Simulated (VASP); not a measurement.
# Cr (P6_3/mmc) in VASP: single point with PBE

Aim: the single point of Cr with PBE.

All numbers are computed with VASP 6.6.1; they aren't measurements. Logs are shortened: lines on timing, memory, paths and dates and some standing lists are left out, and cuts for length are marked.

**1. Starting point**

It takes space group P6_3/mmc (No. 194, hexagonal). Conventional cell: a = 2.483 Å, b = 2.483 Å, c = 4.463 Å, α = 90.00°, β = 90.00°, γ = 120.00°. Cr (site symmetry -6m2) has 12 Cr at 2.48 to 2.65 Å as nearest neighbours.

The cell was built by a generator and needn't be a form met in nature.

**2. Single point, PBE, collinear spin, typed start**

INCAR

```
SYSTEM = Cr
  PREC = Accurate
  ENCUT = 520
  EDIFF = 1E-7
  ISMEAR = 0
  SIGMA = 0.05
  LREAL = .False.
  LASPH = .True.
  NELM = 150
  ALGO = Fast
  ISIF = 2
  LWAVE = .False.
  LCHARG = .False.
  ISPIN = 2
  MAGMOM = 2 2
  LORBIT = 11
  LMAXMIX = 4
  GGA = PE
  NBANDS = 23
```

KPOINTS

```
regular mesh
0
Gamma
  8 8 6
  0 0 0
```

POSCAR

```
Cr
1.0
    2.4833224883      0.0000000000      0.0000000000
   -1.2416612442      2.1506203606      0.0000000000
    0.0000000000      0.0000000000      4.4627314537
Cr
2
Direct
    0.3333333333      0.6666666667      0.7500000000
    0.6666666667      0.3333333333      0.2500000000
```

Potentials or basis: VASP PAW PBE potentials, release 64 (Cr_pv).

On the command line:

```
cat potpaw_PBE.64/Cr_pv/POTCAR > POTCAR
mpirun -np 1 vasp_std > vasp.out
```

OUTCAR:

```text
SYSTEM = Cr
   PREC = Accurate
   ENCUT = 520
   EDIFF = 1E-7
   ISMEAR = 0
   LREAL = .False.
   LASPH = .True.
   NELM = 150
   ISIF = 2
   ISPIN = 2
   LORBIT = 11
   GGA = PE

 ion  position               nearest neighbor table
   1  0.333  0.667  0.750-   2 2.65   2 2.65   2 2.65   2 2.65   2 2.65   2 2.65
   2  0.667  0.333  0.250-   1 2.65   1 2.65   1 2.65   1 2.65   1 2.65   1 2.65

  LATTYP: Found a hexagonal cell.
 ALAT       =     2.4833224883
 C/A-ratio  =     1.7970809167

  Lattice vectors:

 A1 = (   2.4833224883,   0.0000000000,   0.0000000000)
 A2 = (  -1.2416612442,   2.1506203606,   0.0000000000)
 A3 = (   0.0000000000,   0.0000000000,   4.4627314537)

Analysis of symmetry for initial positions (statically):
=====================================================================
 Subroutine PRICEL returns:
 Original cell was already a primitive cell.

 Routine SETGRP: Setting up the symmetry group for a
 hexagonal supercell.

 Subroutine GETGRP returns: Found 24 space group operations
 (whereof 12 operations were pure point group operations)
 out of a pool of 24 trial point group operations.

The static configuration has the point symmetry D_3d.
 The point group associated with its full space group is D_6h.

Analysis of symmetry for dynamics (positions and initial velocities):
=====================================================================
 Subroutine PRICEL returns:
 Original cell was already a primitive cell.

 Routine SETGRP: Setting up the symmetry group for a
 hexagonal supercell.

 Subroutine GETGRP returns: Found 24 space group operations
 (whereof 12 operations were pure point group operations)
 out of a pool of 24 trial point group operations.

The dynamic configuration has the point symmetry D_3d.
 The point group associated with its full space group is D_6h.

Analysis of structural, dynamic, and magnetic symmetry:
=====================================================================
 Subroutine PRICEL returns:
 Original cell was already a primitive cell.

 Routine SETGRP: Setting up the symmetry group for a
 hexagonal supercell.

 Subroutine GETGRP returns: Found 24 space group operations
 (whereof 12 operations were pure point group operations)
 out of a pool of 24 trial point group operations.

The overall configuration has the point symmetry D_3d.
 The point group associated with its full space group is D_6h.

 Subroutine INISYM returns: Found 24 space group operations
 (whereof 12 operations are pure point group operations),
 and found     1 'primitive' translations
[... 118 lines left out ...]
  Thomas-Fermi vector in A             =   2.731452
   LORBIT       =     11    0 simple, 1 ext, 2 COOP (PROOUT), +10 PAW based schemes
   GGA     = PE    functional components
   LHFCALC =     F    Hartree Fock is set to
   AEXX    =    0.0000 exact exchange contribution
   IVDW    =     0    specifies the selected vdW correction
   LEPSILON=     F    determine dielectric tensor
   LRPA    =     F    only Hartree local field effects (RPA)
 spin polarized calculation
 RMM-DIIS sequential band-by-band and
 Gauss-broadening in eV      SIGMA  =   0.05
  energy-cutoff  :      520.00
  volume of cell :       23.83
 maximum number of plane-waves:       660
   NGX =  9   NGY =  9   NGZ = 17

 number of electron      23.9999997 magnetization       0.1240286

 Free energy of the ion-electron system (eV)
  ---------------------------------------------------
  ext. energy  EPLUGINS =         0.00000000
  ---------------------------------------------------
  free energy    TOTEN  =       -18.22035731 eV

  energy without entropy =      -18.21546854  energy(sigma->0) =      -18.21791292

 E-fermi :  10.3936     XC(G=0): -13.4698

 val. band max:       10.3932495935   @ k =   0.1250   0.0000   0.0000
 cond. band min:      10.4002049713   @ k =   0.3750   0.0000   0.1667
 fundamental gap:      0.0069553778
 Fermi energy:        10.3936200820

 spin component 1

 k-point     1 :       0.0000    0.0000    0.0000
  band No.  band energies     occupation
      1     -32.9105      1.00000
      2     -32.2562      1.00000
      3     -32.0823      1.00000
      4     -32.0823      1.00000
      5     -32.0207      1.00000
      6     -32.0207      1.00000
[... 613 lines left out ...]
     22      22.9847      0.00000
     23      25.2291      0.00000

 [... further k-points ...]

 spin component 2

 k-point     1 :       0.0000    0.0000    0.0000
  band No.  band energies     occupation
      1     -32.8657      1.00000
      2     -32.2105      1.00000
      3     -32.0143      1.00000
      4     -32.0143      1.00000
      5     -31.9526      1.00000
      6     -31.9526      1.00000
[... 613 lines left out ...]
     22      23.0168      0.00000
     23      25.2581      0.00000

 [... further k-points ...]

------------------------ aborting loop because EDIFF is reached ----------------------------------------

  FORCE on cell =-STRESS in cart. coord.  units (eV):
  Direction    XX          YY          ZZ          XY          YZ          ZX
  --------------------------------------------------------------------------------------
  -------------------------------------------------------------------------------------
  Total       -0.0677217     -0.0677217     -0.0613435      0.0000000      0.0000000      0.0000000
  in kB       -4.5524029     -4.5524029     -4.1236459      0.0000000      0.0000000      0.0000000
  external PRESSURE =      -4.4094839 kB  Pullay stress =       0.0000000 kB

 VOLUME and BASIS-vectors are now :
 -----------------------------------------------------------------------------
  energy-cutoff  :      520.00
  volume of cell :       23.83
      direct lattice vectors                 reciprocal lattice vectors
     2.483322488  0.000000000  0.000000000     0.402686322  0.232491057  0.000000000
    -1.241661244  2.150620361  0.000000000     0.000000000  0.464982113  0.000000000
     0.000000000  0.000000000  4.462731454     0.000000000  0.000000000  0.224078014

 POSITION                                       TOTAL-FORCE (eV/Angst)
 -----------------------------------------------------------------------------------
     -0.00000      1.43375      3.34705         0.000000     -0.000000      0.000000
      1.24166      0.71687      1.11568        -0.000000      0.000000      0.000000
 -----------------------------------------------------------------------------------
    total drift:                               -0.000000      0.000000     -0.000000

  FREE ENERGIE OF THE ION-ELECTRON SYSTEM (eV)
  ---------------------------------------------------
  free  energy   TOTEN  =       -18.2203573064 eV

  energy  without entropy=      -18.2154685350  energy(sigma->0) =      -18.21791292

 total charge

# of ion       s       p       d       tot
------------------------------------------
    1        0.441   6.371   4.211  11.023
    2        0.441   6.371   4.211  11.023
--------------------------------------------------
tot          0.883  12.742   8.421  22.046

 magnetization (x)

# of ion       s       p       d       tot
------------------------------------------
    1       -0.000   0.001   0.059   0.059
    2       -0.000   0.001   0.059   0.059
--------------------------------------------------
tot         -0.000   0.002   0.117   0.119
```

OSZICAR:

```text
N       E                     dE             d eps       ncg     rms          rms(c)
DAV:   1     0.240575501733E+03    0.24058E+03   -0.13782E+04  3712   0.131E+03
DAV:   2    -0.124671713233E+02   -0.25304E+03   -0.24450E+03  3764   0.379E+02
DAV:   3    -0.202681258619E+02   -0.78010E+01   -0.77456E+01  4632   0.778E+01
DAV:   4    -0.203361214834E+02   -0.67996E-01   -0.67913E-01  3915   0.741E+00
DAV:   5    -0.203369993381E+02   -0.87785E-03   -0.87785E-03  3911   0.788E-01    0.194E+01
RMM:   6    -0.180793323448E+02    0.22577E+01   -0.86339E+00  3859   0.247E+01    0.445E+00
RMM:   7    -0.182090832251E+02   -0.12975E+00   -0.28826E-01  4051   0.415E+00    0.294E+00
RMM:   8    -0.182182592188E+02   -0.91760E-02   -0.18232E-02  4282   0.120E+00    0.126E+00
RMM:   9    -0.182197927013E+02   -0.15335E-02   -0.55070E-03  4241   0.681E-01    0.320E-01
RMM:  10    -0.182203239155E+02   -0.53121E-03   -0.17144E-03  4250   0.373E-01    0.130E-01
RMM:  11    -0.182203601944E+02   -0.36279E-04   -0.23302E-04  4339   0.158E-01    0.437E-02
RMM:  12    -0.182203637809E+02   -0.35865E-05   -0.49756E-05  4391   0.666E-02    0.181E-02
RMM:  13    -0.182203605383E+02    0.32426E-05   -0.64325E-06  4374   0.252E-02    0.928E-03
RMM:  14    -0.182203572511E+02    0.32872E-05   -0.17040E-06  4194   0.118E-02    0.508E-03
RMM:  15    -0.182203568406E+02    0.41055E-06   -0.26221E-07  2813   0.459E-03    0.409E-03
RMM:  16    -0.182203570452E+02   -0.20467E-06   -0.24389E-07  3047   0.376E-03    0.244E-03
RMM:  17    -0.182203572144E+02   -0.16916E-06   -0.16942E-07  2578   0.294E-03    0.108E-03
RMM:  18    -0.182203573064E+02   -0.92037E-07   -0.47876E-08  2107   0.165E-03
   1 F= -.18220357E+02 E0= -.18217913E+02  d E =-.488877E-02  mag=     0.1232
```

stdout:

```text
POSCAR found type information on POSCAR Cr
 POSCAR found :  1 types and       2 ions
 scaLAPACK will be used
 LDA part: xc-table for (Slater+PW92), standard interpolation
 POSCAR, INCAR and KPOINTS ok, starting setup
 FFT: planning ... GRIDC
 FFT: planning ... GRID_SOFT
 FFT: planning ... GRID
 WAVECAR not read
 entering main loop
WARNING in EDDRMM: call to ZHEGV failed, returncode =   6  3     19
 num prob RMM:  15    -0.182203568406E+02    0.41055E-06   -0.26221E-07  2813   0.459E-03    0.409E-03
 num prob RMM:  17    -0.182203572144E+02   -0.16916E-06   -0.16942E-07  2578   0.294E-03    0.108E-03
 num prob RMM:  18    -0.182203573064E+02   -0.92037E-07   -0.47876E-08  2107   0.165E-03
```

Run time: 23 s. Hardware: 1 thread of Intel Xeon 6975P-C (Granite Rapids), shared host; peak memory 0.15 GiB.

Results:

* Free energy: -18.2204 eV
* Pressure: -0.4 GPa
* Band gap on the k mesh: none (metal or under the smearing width)
* Net moment: 0.12 μB per cell
* Site moments: Cr +0.06 μB
* Valence electrons inside the program's atomic spheres: Cr 11.02

Caveat: the k mesh is coarse (spacing up to 0.37 Å⁻¹), so the values aren't converged; the starting moments collapsed, and a magnetic state may lie lower.
